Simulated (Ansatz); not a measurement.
CdSe:

```xyz
2
Lattice="0.0000 2.8740 2.8740 2.8740 0.0000 2.8740 2.8740 2.8740 0.0000" Properties=species:S:1:pos:R:3 pbc="T T T"
Cd    0.0000    0.0000    0.0000
Se    2.8740    2.8740    2.8740
```

Measurements of this composition are mostly on another form, of space group No. 186.

| Item | Value |
| --- | --- |
| Program | Ansatz 0.2.0 |
| Task | single point |
| Functional | PBE |
| Potentials or basis | all-electron LAPW, scalar-relativistic |
| Cutoff | 218 eV (chosen from the basis error) |
| Basis error allowed | 0.001 eV/atom |
| k mesh | 8 × 8 × 8 |
| Occupations | fermi-dirac, width 0.05 eV |
| Spin | no spin polarisation |

On this cell: pressure -0.3 GPa; largest force zero by symmetry; band gap on the k mesh none (metal or under the smearing width).

The same run follows on a disturbed copy (atoms moved at random, drawn with an rms of 0.05 Å):

```
CELL_PARAMETERS angstrom
0.00000 2.87396 2.87396
2.87396 0.00000 2.87396
2.87396 2.87396 0.00000
ATOMIC_POSITIONS crystal
Cd 0.98646 0.00218 0.01217
Se 0.49273 0.50827 0.48448
```

**Question.** What does the disturbed cell give?

**Answer.** The energy (extrapolated to zero smearing) moves by +2.3 meV/atom; pressure -0.1 GPa; largest force 0.096 eV/Å; band gap on the k mesh none (metal or under the smearing width).

Forces in eV/Å, atoms in the order of the input:
```
Cd  -0.064 -0.063  0.035
Se   0.064  0.063 -0.035
```

Stress tensor (GPa, compression positive):
```
-0.06 -0.03  0.02
-0.03 -0.07  0.02
 0.02  0.02 -0.25
```
